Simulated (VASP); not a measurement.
**From an Ansatz input to VASP: NaF (strained h-MgO (five-fold))**

Ansatz input

```yaml
crystal:
  lattice:
    - [3.7373261943, 0.0, 0.0]
    - [-1.8686630971, 3.349844159, 0.0]
    - [0.0, 0.0, 4.5514116987]
  atoms:
    - { symbol: Na, position: [0.3359285025, 0.671857005, 0.25] }
    - { symbol: Na, position: [0.6640714975, 0.328142995, 0.75] }
    - { symbol: F, position: [0.6636271292, 0.3272542584, 0.25] }
    - { symbol: F, position: [0.3363728708, 0.6727457416, 0.75] }
kpoints:
  mp_grid: { grid: [12, 12, 6] }
  band_path:
    path:
      - [0.0, 0.0, 0.0]
      - [0.5, 0.0, 0.0]
      - [0.3333333333, 0.3333333333, 0.0]
      - [0.0, 0.0, 0.5]
      - [0.5, 0.0, 0.5]
      - [0.3333333333, 0.3333333333, 0.5]
    npoints: 1
hamiltonian:
  xc: pbe
scf:
  occupations: { method: fermi_dirac, width: 0.02 }
  n_extra_bands: 5
output:
  forces: true
  stress: true
  eigenvalues: true
```

Problem. Which VASP files do the same job?

Solution. 

INCAR

```
ENCUT = 520
NSW = 0
IBRION = -1
NELM = 120
LCHARG = .FALSE.
ISIF = 2
NBANDS = 22
LWAVE = .FALSE.
PREC = Accurate
LASPH = .TRUE.
SIGMA = 0.02
ISMEAR = -1
LREAL = .FALSE.
EDIFF = 1E-7
GGA = PE
```

KPOINTS

```
KPOINTS created by Atomic Simulation Environment
0
Gamma
12 12 6
0 0 0
```

KPOINTS_OPT

```
special points
6
Reciprocal
0.0000000000 0.0000000000 0.0000000000 1
0.5000000000 0.0000000000 0.0000000000 1
0.3333333333 0.3333333333 0.0000000000 1
0.0000000000 0.0000000000 0.5000000000 1
0.5000000000 0.0000000000 0.5000000000 1
0.3333333333 0.3333333333 0.5000000000 1
```

POSCAR

```
Na F
 1.0000000000000000
     3.7373261943000000   -0.0000000000278917    0.0000000000000000
    -1.8686630971250000    3.3498441590139456    0.0000000000000000
     0.0000000000000000    0.0000000000000000    4.5514116987000000
 Na  F
   2   2
Cartesian
  0.0000000000167962  2.2506162638731135  1.1378529246750000
  1.8686630971582034  1.0992278951129399  3.4135587740249997
  1.8686630971581806  1.0962507660738152  1.1378529246750000
  0.0000000000168183  2.2535933929122387  3.4135587740249997
```

VASP ran with the recommended PBE PAW datasets (28 valence electrons in the cell). Other inputs would serve too.

|  | Ansatz | VASP |
| --- | --- | --- |
| gap between bands v and c | 5.80 eV | 5.79 eV |
| least direct gap | 5.80 eV | 5.79 eV |
| pressure | 4.2 GPa | 4.2 GPa |

Each program uses its own PAW datasets. VASP's cell holds 28 valence electrons and Ansatz's 32. Ansatz's stress includes a Pulay correction; VASP's doesn't.
